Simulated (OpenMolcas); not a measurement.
# Predicting a hybrid from its neighbours: C2H2Cl2 (cis-1,2-Dichloroethene)

C2H2Cl2: 6 atoms, total charge 0, spin state singlet. SMILES: `Cl/C=C\Cl`. The shape is that of a PBE0-D4/def2-TZVP optimisation.

The electronic atomisation energy y, in eV, basis 6-311+G(d,p); a is the functional's share of exact exchange. Programs: OpenMolcas 26.06.

| functional | program | a | y (eV) |
| --- | --- | --- | --- |
| TPSS | OpenMolcas | 0 | 22.43 |
| r2SCAN | OpenMolcas | 0 | 22.52 |
| B3LYP | OpenMolcas | 0.2 | 21.94 |
| PBE0 | OpenMolcas | 0.25 | ? |
| BHLYP | OpenMolcas | 0.5 | 21.10 |

Fit y = c + s·a to the known rows and predict PBE0.


1. Means of the 4 rows: a = 0.1750, y = 21.998.
2. Σ(Δa)² = 0.1675, Σ(Δa·Δy) = -0.46025, so the slope is -0.46025/0.1675 = -2.7478.
3. Intercept: 21.998 − (-2.7478) × 0.1750 = 22.479. The largest residual of the fit is 0.049.
4. PBE0: 22.479 + (-2.7478) × 0.25 = 21.79 eV.

The run gave 22.58 eV, so the prediction is off by -0.79 eV, more than the scatter of the fit. The rows mix families of semi-local functionals, which the line can't see.
